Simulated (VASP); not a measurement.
Write the native input for VASP 6.6.1 that does the following.

- Task: relaxation of cell and atoms
- Functional: PBEsol
- Potentials or basis: VASP PAW PBE potentials, release 64 (Zn, S)
- Cutoff: 600 eV
- k mesh: 9 × 9 × 5
- Occupations: gaussian, width 0.03 eV
- Spin: no spin polarisation
- Further INCAR settings: ALGO = Normal; EDIFF = 1e-07; IBRION = 2; EDIFFG = -0.005; NSW = 90; ISIF = 3

The structure of ZnS lies in POSCAR:

```
ZnS                                     
1.0
    3.7855642229      0.0000000000      0.0000000000
   -1.8927821114      3.2783947809     -0.0000000000
    0.0000000000      0.0000000000      6.2124968648
  Zn              S             
     2     2
Direct
     0.3333333300000021    0.6666666699999979    0.0054117950195700
     0.6666666699999979    0.3333333300000021    0.5054117950195699
     0.3333333300000021    0.6666666699999979    0.3795882049804279
     0.6666666699999979    0.3333333300000021    0.8795882049804281
```

The input as run:

INCAR

```
SYSTEM = ZnS
ALGO = Normal
EDIFF = 1E-7
EDIFFG = -0.005
ENCUT = 600
GGA = PS
IBRION = 2
ISIF = 3
ISMEAR = 0
LASPH = .TRUE.
LCHARG = .FALSE.
LREAL = .FALSE.
LWAVE = .FALSE.
NELM = 80
NSW = 90
PREC = Accurate
SIGMA = 0.03
```

KPOINTS

```
k-points
0
G
  9 9 5
  0 0 0
```

Potentials or basis: VASP PAW PBE potentials, release 64 (Zn, S).

Run with:

```console
$ cat potpaw_PBE.64/Zn/POTCAR potpaw_PBE.64/S/POTCAR > POTCAR
$ mpirun -np 1 vasp_std > vasp.out
```

It gave:

```json
{
  "Pressure after relaxing": "0.0 GPa",
  "Band gap on the k mesh": "2.15 eV, direct"
}
```

Caveat: the relaxation stopped at its first step, so nothing moved; the PAW data sets were made with another functional, which shifts forces and pressure a little.

Wall time 34 s on 1 thread of Intel(R) Xeon(R) 6975P-C (Granite Rapids), on a shared host, peak memory 0.23 GiB.
